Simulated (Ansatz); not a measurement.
# MnS (P6_3mc) in Ansatz: band structure with r2SCAN0

Aim: the band structure of MnS with r2SCAN0.

Everything below comes from runs of Ansatz 0.2.0. Logs are shortened: lines on timing, memory, paths and dates and some standing lists are left out, and cuts for length are marked.

### Step 1. The crystal as given

The structure is hexagonal, space group P6_3mc (No. 186). Conventional cell: a = 3.954 Å, b = 3.954 Å, c = 6.343 Å, α = 90.00°, β = 90.00°, γ = 120.00°. Around Mn (site symmetry 3m) lie 4 S at 2.36 to 2.42 Å. Around S (site symmetry 3m) lie 4 Mn at 2.36 to 2.42 Å.

The cell is a database's computed one.

### Step 2. Band structure, r2SCAN0, collinear spin, ferromagnetic start

input.yaml reads:

```yaml
crystal:
  lattice:
    - [3.9535769233, 0.0, 0.0]
    - [-1.9767884617, 3.4238980514, 0.0]
    - [0.0, 0.0, 6.34252886]
  atoms:
    - { symbol: Mn, position: [0.6666666667, 0.3333333333, 0.49884467], spin: 4.0 }
    - { symbol: Mn, position: [0.3333333333, 0.6666666667, 0.99884467], spin: 4.0 }
    - { symbol: S, position: [0.3333333333, 0.6666666667, 0.6261543] }
    - { symbol: S, position: [0.6666666667, 0.3333333333, 0.1261543] }
hamiltonian:
  xc: r2scan0
  pseudopotentials: { kind: paw }
magnetization:
  spin_polarized: true
kpoints:
  mp_grid: { grid: [5, 5, 3] }
  band_path:
    path:
      - [[0.0, 0.0, 0.0], [0.5, 0.0, 0.0], [0.3333333333, 0.3333333333, 0.0], [0.0, 0.0, 0.0], [0.0, 0.0, 0.5], [0.5, 0.0, 0.5], [0.3333333333, 0.3333333333, 0.5], [0.0, 0.0, 0.5]]
      - [[0.5, 0.0, 0.5], [0.5, 0.0, 0.0]]
      - [[0.3333333333, 0.3333333333, 0.0], [0.3333333333, 0.3333333333, 0.5]]
    npoints: 4
scf:
  occupations: { method: fermi_dirac, width: 0.05 }
  n_extra_bands: 10
output:
  forces: true
  stress: true
  eigenvalues: true
  fatbands: false
```

Potentials or basis: Ansatz PAW.

Launch:

```sh
$ ansatz run input.yaml --threads 2 --pin off --max-ram 5632MiB --backend cpu --events-out ev --progress --plain --runs-dir out
```

Standard output:

```text
Warning: output.stress: scf.convergence.dr2_threshold = 1e-7 eV (the SCF's general default) is looser than the 4e-10 eV advised for a printed stress (1e-10 eV for each atom of the cell: 4). What an SCF threshold leaves in a stress goes as its square root, and in the free energy as the threshold itself, and one threshold admits the most on a small cell: of the crystals measured, under no hybrid functional and no lock of the moments, on runs that ended without the residual-converged pass, on stresses that held no estimate of that error, the worst erred by over 100 MPa in a component at 1e-7 eV an atom and by under 5 at 1e-10. Set scf.convergence.dr2_threshold to 4e-10 eV or tighter. The threshold is an SCF's pass mark: one that does not reach it within its budget of iterations ends unconverged, or closes short of it on a stop that the run arms, and scf.convergence.dr2_threshold's page says what that costs each kind of run
Warning: output.stress: scf.exx.energy_threshold = 1e-6 eV is looser than the 4e-8 eV advised for a stress under a hybrid functional (1e-8 eV for each atom of the cell: 4). Every SCF of the exchange loop can meet its threshold on dr2 while the loop round them stops early: no threshold on dr2 bounds what that leaves in the stress. Set scf.exx.energy_threshold to 4e-8 eV or tighter. The threshold is the loop's pass mark: a loop that does not reach it within its budget of cycles ends unconverged, and scf.exx.energy_threshold's page has the law
Warning: RAYON_NUM_THREADS=2 ignored (pool sized by the plan → 2); use --threads N
scf.n_extra_bands = 10 over 21 filled bands (N_el = 42.0): the run solves 31 bands
Engine: ansatz 0.2.0, aarch64-unknown-linux-gnu
Pseudopotentials: kind: paw
Pseudopotential: Mn, paw, valence charge 15, recommended cutoff 500 eV (meta_gga), Mn.paw.azcp
Pseudopotential: S, paw, valence charge 6, recommended cutoff 500 eV (meta_gga), S.paw.azcp
Functional definition: r2SCAN0
  parameter a = 0.25
  parameter k0 = 0.174
  parameter k1 = 0.065
  parameter a1 = 4.9479
  exchange = (1 - a)*r2scan_x(k0 = k0, k1 = k1, a1 = a1) + a*exact_x
  correlation = r2scan_c
Crystal: 4 atoms, lattice volume = 85.857 Å³
Basis set: ecut = 500 eV, 2177 PW (Γ), exchange–correlation on 120×120×192 points (64 copies of the dense FFT grid, shifted against one another)
Bands: 31, of which v1, the nominal top of the filled ones, is band 21 counted from 1 (20 counted from 0)
Symmetry: 12 space group operations
Space group: P63mc (ITA 186), of the structure as read, at distance tolerance 4.4e-5 Å
Magnetic group: BNS 186.203 (UNI 1433), of the structure as read, at distance tolerance 4.4e-5 Å
k-points: 10 of 75 (time reversal used)
Non-local potential: Mn, projectors of the file, l = 0: 3, l = 1: 2, l = 2: 3, l = 3: 1
Non-local potential: S, projectors of the file, l = 0: 2, l = 1: 2, l = 2: 2
PAW form: soft (Blöchl's): semilocal exchange-correlation on the pseudo side does not see the compensation charge
PAW frozen core: Mn, regenerated for the run's functional, and the local potential with it (the file was generated under x = pbe(κ = 0.804, μ = 0.2195149727645171), c = pbe(β = 0.06672455060314922))
PAW frozen core: S, regenerated for the run's functional, and the local potential with it (the file was generated under x = pbe(κ = 0.804, μ = 0.2195149727645171), c = pbe(β = 0.06672455060314922))
PAW one-centre angular grid: Mn, 590 points (default); XC on 160 Gauss nodes
PAW one-centre angular grid: S, 302 points (default); XC on 160 Gauss nodes
Initial density: superposition of atomic densities (chi_scale 0.1, normalization cell, long waves kept (reshape's long-wave potential 0.00 eV rms))
Starting moments: Σ|m| = 8 μB on 2 of 4 sites
Initial wavefunctions: pseudopotential atomic-orbital guess
Functional: x = r2scan, c = r2scan; τ floored in thin density (d = 2e-4 eV/Å³), warm-up for x = 0.75 r2scan + 0.25 exact, c = r2scan; τ floored in thin density (d = 2e-4 eV/Å³)
iter 1 solved again at ethr=2.23e-2 eV; its pass at ethr=1.00e-1 eV (dr2=9.35e0 eV) is discarded
SCF iter   1: F=—  HF=-9623.197769 eV  |F-HF|=—  |Δ(HF+E_count)|=         —  Δρ=7.65e-2 (↑7.65e-2 ↓3.36e-2)  dr2=9.02e0  dr2_τ=5.58e-2  dr2_m=6.22e-1  M=9.241 μB ∫|m|=9.241 μB  β_m=1.00  ethr=2.23e-2  ⟨swp⟩=2.7  Hψ=3126  notcnv=0
preconditioner: auto → Kerker (q_TF=auto, 2.422 Å⁻¹)  [metal: Δε(μ)=0.055 eV  Ē_g=8.729 eV  σ=0.050 eV  W_gap=0.27  n_scr=22 (ndim 8)  ℏωp=20.4 eV  f_vac=0.002  D(μ)=4.09/eV (n_scr^D=34)]
spin=Collinear: Kerker preconditioning applied to the charge; magnetization (m = ρ↑ − ρ↓) channel mixes plain (no charge-response kernel on spin).
SCF iter   2: F=—  HF=-9622.480345 eV  |F-HF|=—  |Δ(HF+E_count)|=   7.17e-1  Δρ=4.22e-2 (↑4.22e-2 ↓1.52e-2)  dr2=1.46e0  dr2_τ=2.60e-2  dr2_m=5.02e-1  M=9.957 μB ∫|m|=9.958 μB  β_m=1.00  ethr=2.15e-2  ⟨swp⟩=3.0  Hψ=1284  notcnv=0  defer=2
[... 36 lines left out ...]
SCF iter   7: F=-9621.803868 eV  HF=-9621.803868 eV  |F-HF|=1.38e-10  |Δ(HF+E_count)|=  1.44e-10  Δρ=4.23e-7 (↑4.23e-7 ↓1.87e-7)  dr2=1.71e-10  dr2_τ=6.39e-13  dr2_m=3.57e-11  M=10.000 μB ∫|m|=10.000 μB  ethr=1.74e-12  ⟨swp⟩=4.4  Hψ=1612  notcnv=0  defer=4
SCF 3 converged in 7 iterations: F = -9621.803868 eV  dr2 = 1.71e-10
  Residual-converged pass: ⟨swp⟩=3.0  Hψ=1207  notcnv=0  max |occ|·‖R‖ = 2.6e-7 eV (tolerance 2.7e-7 eV)  dr2=1.71e-10  dr2_τ=6.74e-13  dr2_m=3.56e-11  dr2_onsite=5.53e-11  max |Δocc| = 1.1e-23
hybrid outer 2: dexx = +3.256e-6 eV, tail = 1.33e-7 eV, Δε = 6.42e-3 eV (about 2.54e-4 eV left of the loop's levels), ΔF = 4.49e-3 eV/Å (tail 1.49e-3)
Frozen-core exchange: fock
SCF iter   1: F=—  HF=-9621.803868 eV  |F-HF|=—  |Δ(HF+E_count)|=         —  Δρ=1.72e-6 (↑1.72e-6 ↓6.46e-7)  dr2=1.17e-9  dr2_τ=1.50e-10  dr2_m=7.94e-10  M=10.000 μB ∫|m|=10.000 μB  β_m=0.30  ethr=1.58e-9  ⟨swp⟩=6.3  Hψ=1370  notcnv=0
preconditioner: auto → none  [insulator: Δε(μ)=3.239 eV  Ē_g=12.516 eV  σ=0.050 eV  W_gap=1.00  n_scr=22 (ndim 8)  ℏωp=20.4 eV  f_vac=0.053  D(μ)=0.00/eV (n_scr^D=0)]
SCF iter   2: F=—  HF=-9621.803868 eV  |F-HF|=—  |Δ(HF+E_count)|=   4.60e-9  Δρ=1.90e-6 (↑1.90e-6 ↓6.81e-7)  dr2=1.47e-9  dr2_τ=7.52e-11  dr2_m=1.03e-9  M=10.000 μB ∫|m|=10.000 μB  β_m=0.30  ethr=2.21e-12  ⟨swp⟩=5.2  Hψ=1865  notcnv=0  defer=3
SCF iter   3: F=—  HF=-9621.803868 eV  |F-HF|=—  |Δ(HF+E_count)|=  2.11e-10  Δρ=1.34e-6 (↑1.34e-6 ↓5.93e-7)  dr2=6.13e-10  dr2_τ=5.56e-11  dr2_m=5.69e-10  M=10.000 μB ∫|m|=10.000 μB  β_m=0.62  ethr=2.21e-12  ⟨swp⟩=2.4  Hψ=1058  notcnv=0  defer=4
SCF iter   4: F=-9621.803868 eV  HF=-9621.803868 eV  |F-HF|=5.46e-12  |Δ(HF+E_count)|=  3.35e-10  Δρ=2.33e-7 (↑2.33e-7 ↓1.21e-7)  dr2=3.58e-11  dr2_τ=1.84e-12  dr2_m=1.75e-11  M=10.000 μB ∫|m|=10.000 μB  ethr=1.45e-12  ⟨swp⟩=3.2  Hψ=1277  notcnv=0  defer=4
SCF 4 converged in 4 iterations: F = -9621.803868 eV  dr2 = 3.58e-11
  Residual-converged pass: ⟨swp⟩=3.0  Hψ=1254  notcnv=0  max |occ|·‖R‖ = 2.4e-7 eV (tolerance 2.7e-7 eV)  dr2=3.85e-11  dr2_τ=2.08e-12  dr2_m=1.80e-11  dr2_onsite=1.26e-11  max |Δocc| = 3.9e-25
hybrid outer 3: dexx = +3.844e-9 eV, tail = 2.06e-10 eV, Δε = 1.33e-4 eV (about 8.83e-6 eV left of the loop's levels), ΔF = 1.14e-4 eV/Å (tail 3.42e-5)
NSCF: frozen V_eff on 39 k-points
this state was not tested for a lower state beside it, because the functional holds exact exchange (a hybrid, or Hartree-Fock), whose exchange loop this test does not read (fock_operator); the stability check (scf.self_checks: high) cannot read this state: a pseudopotential is PAW: the check reads norm-conserving sets alone
hybrid SCF converged: 3 outer / 16 inner (+10 warm-up), last move |dexx| = 3.84e-9 eV, tail = 2.06e-10 eV
Magnetization: 10.0000 μB (26.0000 up, 16.0000 down)
Absolute magnetization: 10.0000 μB (∫|ρ↑−ρ↓|, with the PAW one-centre terms)
Spin contamination: 0.0247 ħ² per cell (⟨S²⟩ above its minimum at these occupations)
Per-site moments (μB) at R_I (Å): [(4.359544190544125, 0.9750672638722446), (4.359544190544128, 0.9750672638722446), (0.074145262492139, 0.9750672638722446), (0.0741452624921393, 0.9750672638722446)]
Free energy (F): -9621.803868 eV
Frozen-core exchange: fock
Harris-Foulkes:  -9621.803868 eV  (|F-HF|=5.46e-12)
Internal energy: -9621.803868 eV  (E = F + TS)
E sigma→0 (E₀):  -9621.803868 eV
Fermi energy:    8.075256 eV
--- Per-component energies (eV) ---
  E_band       = -852.530732
  E_kinetic    = 812.808196
  E_local      = -5571.489840  (includes V_loc(G=0)·N_el)
  E_nonlocal   = 568.707851
  E_hartree    = 2292.856825
  E_xc         = -308.039395
  E_vxc        = -383.756589  (∫ρ·V_xc dr)
  E_exx        = -174.708113  (= α·E_x^exact, valence–valence)
  E_paw        = -3771.359745  (= ΣΔE_a)
  E_vpaw       = -535.208190  (= ΣTr[D̂ρ^β])
  E_aug_tail   = -0.000007  (compensation charges beyond the density's cutoff)
  E_vtau       = 20.110543  (kinetic-family band-sum trace: ∫τ·v_τ [+ j·A + Jᵃ·Aᵃ] dr)
  E_ewald      = -3469.480858
  E_core_change = -1.098783  (= ΣΔE_core)
  E_smearing   = -0.000000  (= −TS)
  E_closure    = -0.000000  (closes the sum)
  Σ components = -9621.803868   (vs F -9621.803868, Δ=1.82e-12)
--- Forces (eV/Å), atoms counted from 1 ---
  atom   1  Mn     0.00000000    -0.00000000     0.35042118
  atom   2  Mn     0.00000000     0.00000000     0.35042118
  atom   3  S     -0.00000000     0.00000000    -0.35051256
  atom   4  S     -0.00000000    -0.00000000    -0.35051256
  max |Σ_I F_I| component: 1.83e-4 eV/Å
--- Stress (GPa, compression-positive) ---
        3.973028       0.000000       0.000000
        0.000000       3.973028       0.000000
        0.000000       0.000000       6.961354
  P = ⅓ Tr σ = 4.9691 GPa (49.691 kbar)
--- Band table (eV; the first three rows and the last of 20) ---
  k-point 0 ↑: bands = ["-83.2406", "-83.2404", "-49.7719", "-49.7719", "-49.7713", "-49.7713", "-49.7702", "-49.7668", "-8.9658", "-8.1261", "0.2254", "0.2415", "0.2759", "0.2759", "0.4931", "0.4931", "1.4599", "1.4599", "1.6836", "1.6836", "1.9477", "5.2739", "5.2739", "6.4433", "6.4808", "6.4808", "9.7435", "11.4104", "14.5257", "14.5257", "15.0760"]
  k-point 1 ↑: bands = ["-83.2406", "-83.2405", "-49.7717", "-49.7717", "-49.7715", "-49.7715", "-49.7693", "-49.7676", "-8.7720", "-8.3534", "0.0388", "0.1030", "0.3113", "0.3113", "0.4182", "0.4182", "1.5319", "1.5319", "1.6458", "1.6458", "3.0632", "5.0808", "5.5605", "5.5605", "6.1625", "6.1625", "10.9341", "11.4780", "14.4598", "14.6162", "14.6162"]
  k-point 2 ↑: bands = ["-83.2406", "-83.2404", "-49.7726", "-49.7721", "-49.7721", "-49.7715", "-49.7698", "-49.7670", "-8.7425", "-8.0272", "0.1173", "0.3205", "0.3665", "0.4353", "0.5987", "0.6524", "1.3742", "1.4694", "1.6981", "1.7088", "2.0308", "3.9190", "4.6649", "5.1126", "6.0181", "6.1256", "11.1300", "12.4898", "13.7618", "14.7856", "15.0900"]
  k-point 9 ↓: bands = ["-76.0395", "-76.0395", "-42.0373", "-42.0365", "-42.0337", "-42.0320", "-42.0320", "-42.0310", "-7.7232", "-7.6360", "1.2680", "1.4467", "2.3409", "2.6590", "3.2516", "3.4596", "10.2033", "10.3045", "10.9273", "11.0018", "11.5985", "12.0196", "12.1682", "12.4345", "12.6190", "12.7836", "14.7525", "15.5398", "15.9381", "16.1499", "16.9206"]
```

Run time: 14 min. Hardware: 2 threads of Arm Neoverse V1, shared host; peak memory 1.6 GiB.

Results:

| Quantity | Value |
| --- | --- |
| Free energy | -9621.8039 eV |
| Pressure | 5.0 GPa |
| Largest force | 0.351 eV/Å |
| Band gap on the k mesh | 3.24 eV, indirect (least direct gap 3.26 eV) |
| Band gap along the path | 3.25 eV, indirect (least direct gap 3.26 eV) |
| Net moment | 10.00 μB per cell |
| Absolute moment | 10.00 μB per cell |
| Site moments | Mn +4.36; S +0.07 μB |

Forces in eV/Å, atoms in the order of the input:
```
Mn   0.000  0.000  0.350
Mn   0.000  0.000  0.350
S    0.000  0.000 -0.351
S    0.000  0.000 -0.351
```

Levels at the corners of the path, in eV from the valence-band top:
Spin up:
| point | band 22 | band 23 | band 24 | band 25 | band 26 | band 27 | band 28 | band 29 | band 30 | band 31 |
| --- | --- | --- | --- | --- | --- | --- | --- | --- | --- | --- |
| Γ | -1.21 | -1.21 | -0.04 | 0.00 | 0.00 | 3.26 | 4.93 | 8.04 | 8.04 | 8.60 |
| M | -4.00 | -3.50 | -2.93 | -1.76 | -1.07 | 5.45 | 5.94 | 6.33 | 8.45 | 9.09 |
| K | -3.87 | -3.87 | -2.50 | -2.50 | -2.17 | 5.41 | 7.97 | 7.97 | 8.60 | 9.32 |
| Γ | -1.21 | -1.21 | -0.04 | 0.00 | 0.00 | 3.26 | 4.93 | 8.04 | 8.04 | 8.60 |
| A | -2.43 | -0.62 | -0.62 | -0.62 | -0.62 | 4.92 | 4.92 | 8.14 | 8.14 | 8.37 |
| L | -4.32 | -1.99 | -1.99 | -1.82 | -1.82 | 5.08 | 5.08 | 7.29 | 7.29 | 10.18 |
| H | -4.29 | -3.25 | -3.25 | -1.67 | -1.67 | 6.56 | 6.56 | 7.32 | 7.32 | 8.96 |
| A | -2.43 | -0.62 | -0.62 | -0.62 | -0.62 | 4.92 | 4.92 | 8.14 | 8.14 | 8.37 |
| L | -4.32 | -1.99 | -1.99 | -1.82 | -1.82 | 5.08 | 5.08 | 7.29 | 7.29 | 10.18 |
| M | -4.00 | -3.50 | -2.93 | -1.76 | -1.07 | 5.45 | 5.94 | 6.33 | 8.45 | 9.09 |
| K | -3.87 | -3.87 | -2.50 | -2.50 | -2.17 | 5.41 | 7.97 | 7.97 | 8.60 | 9.32 |
| H | -4.29 | -3.25 | -3.25 | -1.67 | -1.67 | 6.56 | 6.56 | 7.32 | 7.32 | 8.96 |
Spin down:
```tsv
point	band 12	band 13	band 14	band 15	band 16	band 17	band 18	band 19	band 20	band 21
Γ	-3.09	-3.09	-3.03	-3.00	-3.00	4.35	4.40	4.40	4.45	5.25
M	-4.75	-4.19	-3.40	-3.40	-3.03	3.25	3.62	4.44	4.94	5.00
K	-4.37	-4.37	-3.91	-3.73	-3.73	3.74	3.80	4.00	4.00	4.88
Γ	-3.09	-3.09	-3.03	-3.00	-3.00	4.35	4.40	4.40	4.45	5.25
A	-4.46	-3.05	-3.05	-3.05	-3.05	4.96	4.96	4.96	4.96	5.52
L	-5.44	-3.31	-3.31	-3.23	-3.23	3.81	3.81	4.72	4.72	5.26
H	-5.03	-4.35	-4.35	-2.96	-2.96	3.86	3.86	4.56	4.56	5.33
A	-4.46	-3.05	-3.05	-3.05	-3.05	4.96	4.96	4.96	4.96	5.52
L	-5.44	-3.31	-3.31	-3.23	-3.23	3.81	3.81	4.72	4.72	5.26
M	-4.75	-4.19	-3.40	-3.40	-3.03	3.25	3.62	4.44	4.94	5.00
K	-4.37	-4.37	-3.91	-3.73	-3.73	3.74	3.80	4.00	4.00	4.88
H	-5.03	-4.35	-4.35	-2.96	-2.96	3.86	3.86	4.56	4.56	5.33
```

Caveat: the magnetic or orbital state may not be the lowest; only a ferromagnetic start was run, and an antiferromagnetic order may lie lower in energy; the PAW data sets come from PBE, with cores solved anew for the run's functional, which leaves a small shift of forces and pressure; the thresholds are loose for stress.
